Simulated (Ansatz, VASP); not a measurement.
Zn: VASP beside Ansatz

```xyz
1
Lattice="-1.5307 1.5307 1.5307 1.5307 -1.5307 1.5307 1.5307 1.5307 -1.5307" Properties=species:S:1:pos:R:3 pbc="T T T"
Zn    0.0000    0.0000    0.0000
```

Alike in both runs: functional PBEsol; k mesh 19 × 19 × 19; occupations fermi-dirac, width 0.05 eV; no spin polarisation.

Ansatz relaxed the structure, and its values are those at the end. VASP's run is a single point on that final structure, the one shown.

```csv
,VASP,Ansatz
version,VASP 6.6.1,Ansatz 0.2.0
potentials or method,"VASP PAW PBE potentials, release 64 (Zn)","PAW with Ansatz's default frozen-core files, scalar-relativistic"
plane-wave cutoff (eV),520,420
valence electrons in the cell,12,12
```

|  | VASP | Ansatz | Ansatz less VASP |
| --- | --- | --- | --- |
| pressure (GPa) | 0.4 | 0.0 | -0.40 |

Caveats: the PAW data sets were made with another functional, which shifts forces and pressure a little (VASP).
